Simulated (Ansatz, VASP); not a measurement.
K: VASP beside Ansatz

Contents of POSCAR:

```
K
1.0
    2.4379623500     -4.0476104500      0.0000000000
    2.4379623500      4.0476104500      0.0000000000
    0.0000000000      0.0000000000      7.8117980100
K
2
Direct
    0.8206130200      0.1793869800      0.2500000000
    0.1793869800      0.8206130200      0.7500000000
```

File INCAR.step1:

```
SYSTEM = K
PREC = Accurate
ENCUT = 520
ISMEAR = 0
SIGMA = 0.1
LREAL = .FALSE.
LASPH = .TRUE.
NELM = 100
NBANDS = 16
GGA = PE
ALGO = Normal
EDIFF = 1E-4
LWAVE = .TRUE.
LCHARG = .FALSE.
```

File INCAR.step2:

```
SYSTEM = K
PREC = Accurate
ENCUT = 520
EDIFF = 1E-6
ISMEAR = 0
SIGMA = 0.1
LREAL = .FALSE.
LASPH = .TRUE.
NELM = 100
ALGO = Normal
ISIF = 2
LWAVE = .FALSE.
LCHARG = .FALSE.
METAGGA = R2SCAN
LMIXTAU = .TRUE.
NBANDS = 16
ISTART = 1
```

File KPOINTS:

```
Automatic mesh
0
G
  4 4 4
  0 0 0
```

Input for Ansatz:

```yaml
crystal:
  lattice:
    - [2.43796235, -4.04761045, 0.0]
    - [2.43796235, 4.04761045, 0.0]
    - [0.0, 0.0, 7.81179801]
  atoms:
    - { symbol: K, position: [0.82061302, 0.17938698, 0.25] }
    - { symbol: K, position: [0.17938698, 0.82061302, 0.75] }
basis:
  ecutwfc: 500
kpoints:
  mp_grid: { grid: [4, 4, 4] }
hamiltonian:
  xc: r2scan
scf:
  occupations: { method: gaussian, width: 0.1 }
output:
  forces: true
  stress: true
  eigenvalues: true
```

This isn't the form of K at room conditions, which is bcc.

Alike in both runs: task single point; functional r2SCAN; k mesh 4 × 4 × 4; occupations gaussian, width 0.1 eV; no spin polarisation.

|  | VASP | Ansatz |
| --- | --- | --- |
| version | VASP 6.6.1 | Ansatz 0.2.0 |
| potentials or method | VASP PAW PBE potentials, release 64 (K_sv) | scalar-relativistic, plane waves, PAW |
| plane-wave cutoff (eV) | 520 | 500 |
| valence electrons in the cell | 18 | 18 |

|  | VASP | Ansatz | Ansatz less VASP |
| --- | --- | --- | --- |
| gap on the k mesh at the Fermi level (eV) | none | none | - |
| pressure (GPa) | 0.0 | 0.0 | +0.02 |
| largest component of the traceless stress (GPa) | 0.12 | 0.12 | 0.000 |

A gap of «none» marks a metal or a gap that the smearing closes. The functional is the same, so the differences come from potentials, cutoffs and numerics.

Caveats: the k mesh is coarse (spacing up to 0.38 Å⁻¹), so the values aren't converged; the PAW data sets were made with another functional, which shifts forces and pressure a little (VASP).
